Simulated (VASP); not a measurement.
CsPbBr3:

```xyz
5
Lattice="5.8700 0.0000 0.0000 0.0000 5.8700 0.0000 0.0000 0.0000 5.8700" Properties=species:S:1:pos:R:3 pbc="T T T"
Pb    2.9350    2.9350    2.9350
Cs    0.0000    0.0000    0.0000
Br    2.9350    2.9350    0.0000
Br    2.9350    0.0000    2.9350
Br    0.0000    2.9350    2.9350
```

Measurements of this composition are mostly on another form, of space group No. 62.

Base run:

* Program: VASP 6.6.1
* Functional: PBE
* Potentials or basis: VASP PAW PBE potentials, release 64 (Pb_d, Cs_sv, Br)
* Cutoff: 520 eV
* k mesh: 6 × 6 × 6
* Occupations: gaussian, width 0.02 eV
* Spin: no spin polarisation

Its results: band gap on the k mesh 1.53 eV, direct; pressure 1.5 GPa.

**Question.** The run is repeated on the same cell with these changes: functional from PBE to LDA; potentials or basis from VASP PAW PBE potentials, release 64 (Pb_d, Cs_sv, Br) to VASP PAW LDA potentials, release 64 (Pb_d, Cs_sv, Br). What comes out?

**Answer.** Band gap on the k mesh 1.36 eV, direct; pressure -1.1 GPa.

Caveats: spin-orbit coupling is left out, which as a rule narrows the gap of such compounds by several tenths of an eV.

Not every run made on this cell is shown here.
